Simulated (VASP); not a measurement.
Crystal: Be.

```
Be
1.0
     0.00000    1.57905    1.57905
     1.57905    0.00000    1.57905
     1.57905    1.57905    0.00000
Be
1
Direct
  0.00000 0.00000 0.00000
```

The cell was built by a generator and needn't be a form met in nature.

Program: VASP 6.6.1. Alike in all runs: task band structure; no spin polarisation; cell as given; k mesh 14 × 14 × 14; cutoff (eV) 520; smearing fermi-dirac 0.05 eV.

Order these runs on this cell by their pressure, lowest first.
A. level PBE; potentials or basis VASP PAW PBE potentials, release 64 (Be)
B. level RPBE; potentials or basis VASP PAW PBE potentials, release 64 (Be)
C. level LDA; potentials or basis VASP PAW LDA potentials, release 64 (Be)

C (-5.6 GPa), A (0.0 GPa), B (3.1 GPa).

Caveats: the PAW data sets were made with another functional, which shifts forces and pressure a little (some runs).

Not every run made on this cell is shown here.
